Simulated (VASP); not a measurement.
# BAs (F-43m) under biaxial strain in the (001) plane, part 2 of 2

Wanted: the response of BAs to biaxial strain in the (001) plane, as a table, with a fit that predicts a row left out.

VASP 6.6.1, plane waves and PAW; the level of theory is named at each step.

So far. Step 5 (Band edges, r2SCAN with spin-orbit coupling): The run ends at a pressure of 4.77 GPa.

## (6) The whole series

Runs beyond LDA use the data sets made with LDA; this shifts their levels slightly, and their total energies have another zero (at TB-mBJ, which has no energy functional, they mean nothing).

The other members went through these steps as far as the tables show, with the same cutoff and, step by step, the same mesh; 39 runs are not shown. The session took 0.79 core hours (wall time by ranks) on a shared machine.

```
in-plane strain (%)  strain along the normal (%)  in-plane stress, tension positive (GPa)  energy above the unstrained row (meV/atom)  gap on the mesh, LDA (eV)
             -2.000                        1.064                                   -6.995                                      11.367                      0.873
             -1.500                        0.799                                   -5.149                                       6.344                      0.940
             -1.000                        0.533                                   -3.369                                       2.804                      1.006
             -0.500                        0.267                                   -1.654                                       0.705                      1.071
                  0                        0.000                                   -0.001                                       0.000                      1.136
              0.500                       -0.266                                    1.592                                       0.648                      1.026
              1.000                       -0.539                                    3.121                                       2.599                      0.918
              1.500                       -0.804                                    4.599                                       5.813                      0.813
              2.000                       -1.074                                    6.018                                      10.248                      0.710
```

Slopes at zero strain, from cubics through all rows: strain ratio -0.535, stress over strain 324 GPa. For a cubic crystal strained in (001) the ratio is −2C₁₂/C₁₁.

Band edges at TB-mBJ with spin-orbit coupling, counted from the valence-band top at Γ, spin-orbit pairs averaged, with one row partly withheld:

```
in-plane strain (%)  gap (eV)  conduction band at Γ (eV)  Δ or X valley along z (eV)  Δ or X valley along x (eV)  lowest conduction level at L, [111] (eV)  lowest conduction level at L, [-111] (eV)  second valence level below the top (eV)  third valence level below the top (eV)
             -2.000     1.382                      3.516                       1.778                       1.377                                     3.284                                      3.284                                    0.104                                   0.444
             -1.500     1.455                      3.546                       1.750                       1.450                                     3.307                                      3.307                                    0.095                                   0.364
             -1.000     1.527                      3.574                           ?                       1.523                                     3.317                                      3.317                                    0.077                                   0.295
             -0.500     1.599                      3.600                       1.694                       1.594                                     3.318                                      3.318                                    0.047                                   0.240
                  0     1.669                      3.622                       1.665                       1.665                                     3.309                                      3.309                                    0.000                                   0.205
              0.500     1.580                      3.579                       1.577                       1.675                                     3.231                                      3.231                                    0.060                                   0.244
              1.000     1.483                      3.523                       1.480                       1.677                                     3.140                                      3.140                                    0.128                                   0.300
              1.500     1.384                      3.459                       1.382                       1.675                                     3.040                                      3.040                                    0.197                                   0.363
              2.000     1.284                      3.389                       1.282                       1.672                                     2.935                                      2.935                                    0.267                                   0.429
```

Band edges at r2SCAN with spin-orbit coupling, counted from the valence-band top at Γ, spin-orbit pairs averaged:

```
in-plane strain (%)  gap (eV)  conduction band at Γ (eV)  Δ or X valley along z (eV)  Δ or X valley along x (eV)  lowest conduction level at L, [111] (eV)  lowest conduction level at L, [-111] (eV)  second valence level below the top (eV)  third valence level below the top (eV)
             -2.000     1.003                      3.159                       1.435                       0.999                                     3.024                                      3.024                                    0.107                                   0.442
             -1.500     1.075                      3.190                       1.397                       1.071                                     3.043                                      3.043                                    0.096                                   0.366
             -1.000     1.146                      3.219                       1.359                       1.143                                     3.050                                      3.050                                    0.077                                   0.300
             -0.500     1.217                      3.245                       1.322                       1.214                                     3.045                                      3.045                                    0.046                                   0.248
                  0     1.288                      3.267                       1.284                       1.284                                     3.030                                      3.030                                    0.000                                   0.215
              0.500     1.192                      3.224                       1.190                       1.296                                     2.949                                      2.949                                    0.058                                   0.253
              1.000     1.091                      3.169                       1.088                       1.301                                     2.854                                      2.854                                    0.123                                   0.306
              1.500     0.987                      3.104                       0.985                       1.303                                     2.751                                      2.751                                    0.189                                   0.365
              2.000     0.883                      3.033                       0.881                       1.303                                     2.642                                      2.642                                    0.256                                   0.428
```

## (7) Fit and prediction

The quantity to fit is the splitting of the Δ or X valleys (z less x) at TB-mBJ with spin-orbit coupling: 0.401, 0.300, 0.099, 0.000, -0.098, -0.197, -0.293, -0.389 eV in the rows shown.

A least-squares parabola through the 8 rows shown, with d the strain along the axis less the strain across it, in %: E = 6.74e-4 d² + 0.1288 d + 4.35e-5 (eV), r.m.s. residual 4.2e-5 eV.

For the withheld row, d = 1.533, the fit gives 0.1991 eV.

## (8) Prediction against calculation

The calculation gives 0.1992 eV, so the prediction is 0.0001 eV too low.

The splitting is Ξu times d, with d as a fraction, so the linear term gives Ξu = 12.9 eV.

## (9) Outcome

```json
{
  "ratio of normal to in-plane strain": "-0.535",
  "biaxial modulus": "324 GPa",
  "gap of the unstrained cell, TB-mBJ with spin-orbit coupling": "1.67 eV",
  "gap of the unstrained cell, r2SCAN with spin-orbit coupling": "1.29 eV",
  "shear deformation potential Ξu of the Δ or X valleys": "12.9 eV",
  "error of the predicted row": "-0.1 meV"
}
```

**Reading.** As a check, the curvature of the energy gives 325 GPa for the same modulus (energy per volume = M × strain²), 0 % from the slope of the stress. At TB-mBJ with spin-orbit coupling the lowest conduction valley is Δ or X throughout, and the gap runs between 1.28 and 1.67 eV. At r2SCAN with spin-orbit coupling the lowest conduction valley is Δ or X throughout, and the gap runs between 0.88 and 1.29 eV. Hole masses are left out throughout, since the top bands are degenerate or cross in many series; of conduction masses, those of the Γ, L and (for Si and Ge under (001) strain) Δ valleys are kept where they change by under an eighth between rows. A measured gap of unstrained BAs is 4.12 eV (arxiv:1911.04914, direct gap from square of absorption coefficient, average of two samples, so it belongs beside the lowest direct gap, not the least one, 300 K); the static gaps here belong to the lattice relaxed at LDA. TB-mBJ is a potential fitted for gaps; it has no energy functional, so its total energies and forces mean nothing, and its bands tend to come out too narrow. r2SCAN opens gaps somewhat over GGA but leaves them below measured values as a rule. Δ or X levels are the lowest on their line, refined by a parabola unless they lie at X; the gap is read from all points sampled and can differ from the lowest valley by some meV, or by tens of meV where strain moves the valence top off Γ. Temperature, zero-point motion and excitons are left out.

[Lines on the potential files, build, host, timing and source positions are cut from VASP's logs without a mark.]

[Logs are printed without paths, hosts, clocks, repeated set-up lines and the standing remarks that a program may print on its own settings, such as how far it seeks lower states.]

[Hosts, paths, dates, database ids (printed as entryN), source tags and the programs' standing remarks are cut or masked in the printed files.]

[In band tables of VASP the shares of atoms and orbitals are scaled to a sum of 1 inside the atoms' spheres.]
